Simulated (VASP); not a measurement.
# SiC (Moissanite) (P6_3mc) in VASP: notebook

One crystal, SiC (Moissanite), is run at these levels: PBE; tasks: single point.

Program: VASP 6.6.1. These are calculated values, not measurements. Logs are shortened: lines on timing, memory, paths and dates and some standing lists are left out, and cuts for length are marked.

### Step 1. The structure

Symmetry: P6_3mc, No. 186, hexagonal system. The conventional cell has a = 3.076 Å, b = 3.076 Å, c = 5.048 Å, α = 90.00°, β = 90.00°, γ = 120.00°. Si (site symmetry 3m) is surrounded by 4 C at 1.87 to 1.94 Å. C (site symmetry 3m) is surrounded by 4 Si at 1.87 to 1.94 Å.

### Step 2. Single point, PBE

INCAR reads:

```
PREC = Accurate
ENCUT = 500
EDIFF = 1E-7
ISMEAR = 0
SIGMA = 0.02
LREAL = False
LASPH = True
NELM = 80
ALGO = Fast
ISIF = 2
LWAVE = False
LCHARG = False
GGA = PE
NBANDS = 16
```

KPOINTS reads:

```
regular mesh
0
Gamma
  5 5 3
```

POSCAR reads:

```
SiC
1.0
    3.0760000000      0.0000000000      0.0000000000
   -1.5380000000      2.6638941420      0.0000000000
    0.0000000000      0.0000000000      5.0480000000
Si C
2 2
Direct
    0.6666666667      0.3333333333      0.5000000000
    0.3333333333      0.6666666667      0.0000000000
    0.6666666667      0.3333333333      0.8850000000
    0.3333333333      0.6666666667      0.3850000000
```

Potentials or basis: VASP PAW PBE potentials, release 64 (Si_GW, C_GW).

Command:

```bash
cat potpaw_PBE.64/Si_GW/POTCAR potpaw_PBE.64/C_GW/POTCAR > POTCAR
mpirun -np 1 vasp_std > vasp.out
```

OUTCAR:

```text
PREC = Accurate
   ENCUT = 500
   EDIFF = 1E-7
   ISMEAR = 0
   LREAL = False
   LASPH = True
   NELM = 80
   ISIF = 2
   GGA = PE

 ion  position               nearest neighbor table
   1  0.667  0.333  0.500-   4 1.87   4 1.87   4 1.87   3 1.94   2 3.09   2 3.09   2 3.09   2 3.09
                             2 3.09   2 3.09
   2  0.333  0.667  0.000-   3 1.87   3 1.87   3 1.87   4 1.94   1 3.09   1 3.09   1 3.09   1 3.09
                             1 3.09   1 3.09
   3  0.667  0.333  0.885-   2 1.87   2 1.87   2 1.87   1 1.94
   4  0.333  0.667  0.385-   1 1.87   1 1.87   1 1.87   2 1.94

  LATTYP: Found a hexagonal cell.
 ALAT       =     3.0760000000
 C/A-ratio  =     1.6410923277

  Lattice vectors:

 A1 = (   3.0760000000,   0.0000000000,   0.0000000000)
 A2 = (  -1.5380000000,   2.6638941420,   0.0000000000)
 A3 = (   0.0000000000,   0.0000000000,   5.0480000000)

Analysis of symmetry for initial positions (statically):
=====================================================================
 Subroutine PRICEL returns:
 Original cell was already a primitive cell.

 Routine SETGRP: Setting up the symmetry group for a
 hexagonal supercell.

 Subroutine GETGRP returns: Found 12 space group operations
 (whereof  6 operations were pure point group operations)
 out of a pool of 24 trial point group operations.

The static configuration has the point symmetry C_3v.
 The point group associated with its full space group is C_6v.

Analysis of symmetry for dynamics (positions and initial velocities):
=====================================================================
 Subroutine PRICEL returns:
 Original cell was already a primitive cell.

 Routine SETGRP: Setting up the symmetry group for a
 hexagonal supercell.

 Subroutine GETGRP returns: Found 12 space group operations
 (whereof  6 operations were pure point group operations)
 out of a pool of 24 trial point group operations.

The dynamic configuration has the point symmetry C_3v.
 The point group associated with its full space group is C_6v.

 Subroutine INISYM returns: Found 12 space group operations
 (whereof  6 operations are pure point group operations),
 and found     1 'primitive' translations

----------------------------------------------------------------------------------------

                                     Primitive cell

  volume of cell :      41.3640

  direct lattice vectors                    reciprocal lattice vectors
     3.076000000  0.000000000  0.000000000     0.325097529  0.187695146  0.000000000
    -1.538000000  2.663894142  0.000000000     0.000000000  0.375390292  0.000000000
     0.000000000  0.000000000  5.048000000     0.000000000  0.000000000  0.198098257

  length of vectors
     3.076000000  3.076000000  5.048000000     0.375390292  0.375390292  0.198098257

  position of ions in fractional coordinates (direct lattice)
     0.666666667  0.333333333  0.500000000
     0.333333333  0.666666667  0.000000000
     0.666666667  0.333333333  0.885000000
     0.333333333  0.666666667  0.385000000

  ion indices of the primitive-cell ions
   primitive index   ion index
                 1           1
                 2           2
                 3           3
                 4           4

----------------------------------------------------------------------------------------

 KPOINTS: regular mesh

Automatic generation of k-mesh.
 Grid dimensions read from file:
 generate k-points for:    5    5    3

 Generating k-lattice:

  Cartesian coordinates                     Fractional coordinates (reciprocal lattice)
     0.065019506  0.037539029  0.000000000     0.200000000  0.000000000  0.000000000
     0.000000000  0.075078058  0.000000000     0.000000000  0.200000000  0.000000000
     0.000000000  0.000000000  0.066032752     0.000000000  0.000000000  0.333333333

  Length of vectors
     0.075078058  0.075078058  0.066032752

  Shift w.r.t. Gamma in fractional coordinates (k-lattice)
     0.000000000  0.000000000  0.000000000

 Subroutine IBZKPT returns following result:
 ===========================================

 Found     10 irreducible k-points:

 Following reciprocal coordinates:
            Coordinates               Weight
  0.000000  0.000000  0.000000      1.000000
  0.200000 -0.000000  0.000000      6.000000
  0.400000 -0.000000  0.000000      6.000000
  0.200000  0.200000  0.000000      6.000000
  0.400000  0.200000  0.000000      6.000000
  0.000000  0.000000  0.333333      2.000000
  0.200000 -0.000000  0.333333     12.000000
  0.400000 -0.000000  0.333333     12.000000
  0.200000  0.200000  0.333333     12.000000
  0.400000  0.200000  0.333333     12.000000
   k-points           NKPTS =     10   k-points in BZ     NKDIM =     10   number of bands    NBANDS=     16
   number of dos      NEDOS =    301   number of ions     NIONS =      4
   total plane-waves  NPLWV =  23040
   dimension x,y,z NGX =    24 NGY =   24 NGZ =   40
   dimension x,y,z NGXF=    48 NGYF=   48 NGZF=   80
   ions per type =               2   2
   NGX,Y,Z   is equivalent  to a cutoff of  12.97, 12.97, 13.17 a.u.
   NGXF,Y,Z  is equivalent  to a cutoff of  25.94, 25.94, 26.35 a.u.
 SYSTEM =  unknown system
   PREC   = accura    normal or accurate (medium, high low for compatibility)
   ISTART =      0    job   : 0-new  1-cont  2-samecut
   ICHARG =      2    charge: 1-file 2-atom 10-const
   ISPIN  =      1    spin polarized calculation?
   LNONCOLLINEAR =      F non collinear calculations
   LSORBIT =      F    spin-orbit coupling
   LASPH  =      T    aspherical Exc in radial PAW
   ENCUT  =  500.0 eV  36.75 Ry    6.06 a.u.   5.61  5.61  9.20*2*pi/ulx,y,z
   NELM   =     80;   NELMIN=  2; NELMDL= -5     # of ELM steps
   EDIFF  = 0.1E-06   stopping-criterion for ELM
   LREAL  =      F    real-space projection
   EDIFFG = 0.1E-05   stopping-criterion for IOM
   NSW    =      0    number of steps for IOM
   IBRION =     -1    ionic relax: 0-MD 1-quasi-New 2-CG
   NFREE  =      0    steps in history (QN), initial steepest desc. (CG)
   ISIF   =      2    stress and relaxation
   ISYM   =      2    0-nonsym 1-usesym 2-fastsym
   POTIM  = 0.5000    time-step for ionic-motion
   TEBEG  =    0.0;   TEEND  =   0.0 temperature during run
   PSTRESS=    0.0 pullay stress
   NELECT =      16.0000    total number of electrons
   NUPDOWN=      -1.0000    fix difference up-down
   EMIN   =  10.00;   EMAX   =-10.00  energy-range for DOS
   EFERMI =   0.00;   METHOD = LEGACY
   ISMEAR =     0;   SIGMA  =   0.02  broadening in eV -4-tet -1-fermi 0-gaus
   EFERMI_NEDOS =   21; number of points for ismear=-14 and -15
   IALGO  =     68    algorithm
   IMIX   =      4    mixing-type and parameters
     AMIX     =   0.40;   BMIX     =  1.00
     AMIX_MAG =   1.60;   BMIX_MAG =  1.00
  volume/ion in A,a.u.               =      10.34        69.78
  Fermi-wavevector in a.u.,A,eV,Ry     =   1.192817  2.254098 19.358549  1.422813
  Thomas-Fermi vector in A             =   2.328847
   LORBIT       =      0    0 simple, 1 ext, 2 COOP (PROOUT), +10 PAW based schemes
   GGA     = PE    functional components
   LHFCALC =     F    Hartree Fock is set to
   AEXX    =    0.0000 exact exchange contribution
   IVDW    =     0    specifies the selected vdW correction
   LEPSILON=     F    determine dielectric tensor
   LRPA    =     F    only Hartree local field effects (RPA)
 non-spin polarized calculation
 RMM-DIIS sequential band-by-band and
 Gauss-broadening in eV      SIGMA  =   0.02
  energy-cutoff  :      500.00
  volume of cell :       41.36
 maximum number of plane-waves:      1099
 NGX is ok and might be reduce to    24
   NGX = 11   NGY = 11   NGZ = 19

 number of electron      15.9999999 magnetization

 Free energy of the ion-electron system (eV)
  ---------------------------------------------------
  ext. energy  EPLUGINS =         0.00000000
  ---------------------------------------------------
  free energy    TOTEN  =       -30.02080138 eV

  energy without entropy =      -30.02080138  energy(sigma->0) =      -30.02080138

 E-fermi :   8.1750     XC(G=0): -11.3277

 val. band max:        8.0829405323   @ k =   0.0000   0.0000   0.0000
 cond. band min:      10.8835541619   @ k =   0.4000  -0.0000   0.0000
 fundamental gap:      2.8006136296
 Fermi energy:         8.1750170888

 k-point     1 :       0.0000    0.0000    0.0000
  band No.  band energies     occupation
      1      -7.6509      2.00000
      2      -4.1481      2.00000
      3      -0.6203      2.00000
      4       6.5241      2.00000
      5       6.5241      2.00000
      6       7.8071      2.00000
[... 8 lines left out ...]
     15      16.7708      0.00000
     16      19.4256      0.00000

 k-point     2 :       0.2000   -0.0000    0.0000
  band No.  band energies     occupation
      1      -6.9632      2.00000
      2      -3.5709      2.00000
      3       0.0036      2.00000
      4       3.7058      2.00000
      5       5.6334      2.00000
      6       5.7063      2.00000
[... 8 lines left out ...]
     15      17.4874      0.00000
     16      18.0756      0.00000

 k-point     3 :       0.4000   -0.0000    0.0000
  band No.  band energies     occupation
      1      -5.0782      2.00000
      2      -2.5649      2.00000
      3       0.1242      2.00000
      4       2.0069      2.00000
      5       2.4591      2.00000
      6       4.6697      2.00000
[... 8 lines left out ...]
     15      18.9332      0.00000
     16      19.9402      0.00000
[... 96 lines left out ...]
 k-point     9 :       0.2000    0.2000    0.3333
  band No.  band energies     occupation
      1      -5.1518      2.00000
      2      -3.7919      2.00000
      3       1.2453      2.00000
      4       2.4410      2.00000
      5       3.8841      2.00000
      6       3.9858      2.00000
[... 8 lines left out ...]
     15      17.5338      0.00000
     16      19.2068      0.00000

 k-point    10 :       0.4000    0.2000    0.3333
  band No.  band energies     occupation
      1      -3.4857      2.00000
      2      -2.8410      2.00000
      3      -0.1495      2.00000
      4       0.5273      2.00000
      5       2.6399      2.00000
      6       3.8677      2.00000
[... 8 lines left out ...]
     15      19.9193      0.00000
     16      20.6307      0.00000

------------------------ aborting loop because EDIFF is reached ----------------------------------------

  FORCE on cell =-STRESS in cart. coord.  units (eV):
  Direction    XX          YY          ZZ          XY          YZ          ZX
  --------------------------------------------------------------------------------------
  -------------------------------------------------------------------------------------
  Total        1.3572225      1.3572225      0.0487525      0.0000000      0.0000000      0.0000000
  in kB       52.5701216     52.5701216      1.8883592      0.0000000      0.0000000      0.0000000
  external PRESSURE =      35.6762008 kB  Pullay stress =       0.0000000 kB

 VOLUME and BASIS-vectors are now :
 -----------------------------------------------------------------------------
  energy-cutoff  :      500.00
  volume of cell :       41.36
      direct lattice vectors                 reciprocal lattice vectors
     3.076000000  0.000000000  0.000000000     0.325097529  0.187695146  0.000000000
    -1.538000000  2.663894142  0.000000000     0.000000000  0.375390292  0.000000000
     0.000000000  0.000000000  5.048000000     0.000000000  0.000000000  0.198098257

 POSITION                                       TOTAL-FORCE (eV/Angst)
 -----------------------------------------------------------------------------------
      1.53800      0.88796      2.52400         0.000000      0.000000      0.741737
     -0.00000      1.77593      0.00000         0.000000      0.000000      0.741737
      1.53800      0.88796      4.46748        -0.000000      0.000000     -0.741737
     -0.00000      1.77593      1.94348        -0.000000      0.000000     -0.741737
 -----------------------------------------------------------------------------------
    total drift:                               -0.000000      0.000000     -0.000185

  FREE ENERGIE OF THE ION-ELECTRON SYSTEM (eV)
  ---------------------------------------------------
  free  energy   TOTEN  =       -30.0208013840 eV

  energy  without entropy=      -30.0208013840  energy(sigma->0) =      -30.02080138
```

It took 8.9 s on 1 thread of Intel Xeon 6975P-C (Granite Rapids), shared host; peak memory 0.15 GiB.

What came out:

- Free energy: -30.0208 eV
- Pressure: 3.6 GPa
- Largest force: 0.742 eV/Å
- Band gap on the k mesh: 2.80 eV, indirect (least direct gap 4.18 eV)

Forces on the atoms (eV/Å):
```
Si   0.000  0.000  0.742
Si   0.000  0.000  0.742
C    0.000  0.000 -0.742
C    0.000  0.000 -0.742
```

Caveat: the k mesh is coarse (spacing up to 0.47 Å⁻¹), so the values aren't converged; the cutoff is under 1.25 times the usual one of these potentials, so pressure, stress and relaxed cells hold a basis-set (Pulay) error; an odd mesh through Γ misses points on the zone boundary, where band edges often lie.

### Step 3. Single point, PBE

INCAR reads:

```
SYSTEM = SiC
PREC = Accurate
ENCUT = 450
EDIFF = 1E-6
ISMEAR = 0
SIGMA = 0.02
LREAL = .False.
LASPH = .True.
NELM = 60
ALGO = Fast
ISIF = 2
LWAVE = .False.
LCHARG = .False.
GGA = PE
NBANDS = 16
```

KPOINTS reads:

```
regular mesh
0
Gamma
  5 5 3
  0 0 0
```

POSCAR is that of step 2.

Potentials or basis: VASP PAW PBE potentials, release 64 (Si_GW, C_GW).

Command:

```bash
cat potpaw_PBE.64/Si_GW/POTCAR potpaw_PBE.64/C_GW/POTCAR > POTCAR
mpirun -np 1 vasp_std > vasp.out
```

Run time: 8.5 s. Hardware: 1 thread of Intel Xeon Platinum 8559C (Emerald Rapids), shared host; peak memory 0.14 GiB.

The run converged. Its results:

```
Free energy            : -30.0025 eV
Largest force          : 0.742 eV/Å
Band gap on the k mesh : 2.80 eV, indirect (least direct gap 4.18 eV)
```

Forces in eV/Å, atoms in the order of the input:
```
Si   0.000  0.000  0.742
Si   0.000  0.000  0.742
C    0.000  0.000 -0.742
C    0.000  0.000 -0.742
```

Levels at points of the mesh, in eV from the valence-band top:
| k point | band 6 | band 7 | band 8 | band 9 | band 10 | band 11 |
| --- | --- | --- | --- | --- | --- | --- |
| (0.00, 0.00, 0.00) | -0.27 | -0.27 | 0.00 | 4.61 | 6.02 | 6.49 |

Caveat: the k mesh is coarse (spacing up to 0.47 Å⁻¹), so the values aren't converged; the cutoff is under 1.25 times the usual one of these potentials, so pressure, stress and relaxed cells hold a basis-set (Pulay) error; an odd mesh through Γ misses points on the zone boundary, where band edges often lie.

### Step 4. Single point, PBE

INCAR reads:

```
SYSTEM = SiC
PREC     = Accurate       ! precision mode
ENCUT    = 500            ! plane-wave cutoff, eV
EDIFF    = 1E-6           ! SCF threshold, eV
ISMEAR   = 0              ! smearing method
SIGMA    = 0.02           ! smearing width, eV
LREAL    = .False.        ! projectors in reciprocal space
LASPH    = .True.         ! aspherical terms in the spheres
NELM     = 80             ! most SCF steps
ALGO     = Normal         ! electronic algorithm
ISIF     = 2              ! what is computed and relaxed
LWAVE    = .False.        ! write WAVECAR
LCHARG   = .True.         ! write CHGCAR
GGA      = PE             ! functional
LELF     = .True.         ! ELF
LVHAR    = .True.       
NBANDS   = 16             ! bands
```

KPOINTS reads:

```
Automatic mesh
0
Gamma
  4 4 2
  0 0 0
```

POSCAR is that of step 3.

Potentials or basis: VASP PAW PBE potentials, release 64 (Si_GW, C_GW).

Command:

```bash
cat potpaw_PBE.64/Si_GW/POTCAR potpaw_PBE.64/C_GW/POTCAR > POTCAR
mpirun -np 1 vasp_std > vasp.out
```

OUTCAR:

```text
SYSTEM = SiC
   PREC = Accurate
   ENCUT = 500
   EDIFF = 1E-6
   ISMEAR = 0
   LREAL = .False.
   LASPH = .True.
   NELM = 80
   ISIF = 2
   GGA = PE

 ion  position               nearest neighbor table
   1  0.667  0.333  0.500-   4 1.87   4 1.87   4 1.87   3 1.94   2 3.09   2 3.09   2 3.09   2 3.09
                             2 3.09   2 3.09
   2  0.333  0.667  0.000-   3 1.87   3 1.87   3 1.87   4 1.94   1 3.09   1 3.09   1 3.09   1 3.09
                             1 3.09   1 3.09
   3  0.667  0.333  0.885-   2 1.87   2 1.87   2 1.87   1 1.94
   4  0.333  0.667  0.385-   1 1.87   1 1.87   1 1.87   2 1.94

[... 339 lines left out ...]
  -------------------------------------------------------------------------------------
  Total        1.4251500      1.4251500      0.0686965      0.0000000      0.0000000      0.0000000
  in kB       55.2011984     55.2011984      2.6608613      0.0000000      0.0000000      0.0000000
  external PRESSURE =      37.6877527 kB  Pullay stress =       0.0000000 kB

 VOLUME and BASIS-vectors are now :
 -----------------------------------------------------------------------------
  energy-cutoff  :      500.00
  volume of cell :       41.36
      direct lattice vectors                 reciprocal lattice vectors
     3.076000000  0.000000000  0.000000000     0.325097529  0.187695146  0.000000000
    -1.538000000  2.663894142  0.000000000     0.000000000  0.375390292  0.000000000
     0.000000000  0.000000000  5.048000000     0.000000000  0.000000000  0.198098257

 POSITION                                       TOTAL-FORCE (eV/Angst)
 -----------------------------------------------------------------------------------
      1.53800      0.88796      2.52400        -0.000000      0.000000      0.686908
     -0.00000      1.77593      0.00000         0.000000      0.000000      0.686908
      1.53800      0.88796      4.46748         0.000000     -0.000000     -0.686908
     -0.00000      1.77593      1.94348        -0.000000      0.000000     -0.686908
 -----------------------------------------------------------------------------------
    total drift:                               -0.000000      0.000000     -0.000369

  FREE ENERGIE OF THE ION-ELECTRON SYSTEM (eV)
  ---------------------------------------------------
  free  energy   TOTEN  =       -29.9434744762 eV

  energy  without entropy=      -29.9434744762  energy(sigma->0) =      -29.94347448
```

OSZICAR:

```text
N       E                     dE             d eps       ncg     rms          rms(c)
DAV:   1     0.318907657302E+02    0.31891E+02   -0.68552E+03   288   0.885E+02
DAV:   2    -0.306814482977E+02   -0.62572E+02   -0.53992E+02   408   0.207E+02
DAV:   3    -0.337075788029E+02   -0.30261E+01   -0.29919E+01   368   0.381E+01
DAV:   4    -0.337942860654E+02   -0.86707E-01   -0.86677E-01   376   0.823E+00
DAV:   5    -0.337969562853E+02   -0.26702E-02   -0.26701E-02   384   0.118E+00    0.100E+01
DAV:   6    -0.300502418613E+02    0.37467E+01   -0.68024E+00   352   0.213E+01    0.305E+00
DAV:   7    -0.299639598758E+02    0.86282E-01   -0.11709E+00   376   0.708E+00    0.172E+00
DAV:   8    -0.299508112322E+02    0.13149E-01   -0.10417E-01   400   0.298E+00    0.466E-01
DAV:   9    -0.299431697095E+02    0.76415E-02   -0.18862E-02   400   0.117E+00    0.685E-02
DAV:  10    -0.299434819874E+02   -0.31228E-03   -0.24300E-03   344   0.324E-01    0.549E-02
DAV:  11    -0.299434714664E+02    0.10521E-04   -0.19769E-04   336   0.145E-01    0.862E-03
DAV:  12    -0.299434741872E+02   -0.27208E-05   -0.30599E-05   400   0.448E-02    0.143E-03
DAV:  13    -0.299434744762E+02   -0.28898E-06   -0.50020E-07   224   0.669E-03
   1 F= -.29943474E+02 E0= -.29943474E+02  d E =-.334063E-12
```

Wall time 11 s (1 thread of Intel Xeon Platinum 8488C (Sapphire Rapids), shared host); peak memory 0.15 GiB.

What came out:

```
Free energy            : -29.9435 eV
Pressure               : 3.8 GPa
Largest force          : 0.687 eV/Å
Band gap on the k mesh : 2.57 eV, indirect (least direct gap 4.05 eV)
```

Forces on the atoms (eV/Å):
```
Si   0.000  0.000  0.687
Si   0.000  0.000  0.687
C    0.000  0.000 -0.687
C    0.000  0.000 -0.687
```

Caveat: the k mesh is coarse (spacing up to 0.62 Å⁻¹), so the values aren't converged; the cutoff is under 1.25 times the usual one of these potentials, so pressure, stress and relaxed cells hold a basis-set (Pulay) error.

(Part 1 of 2 ends here.)
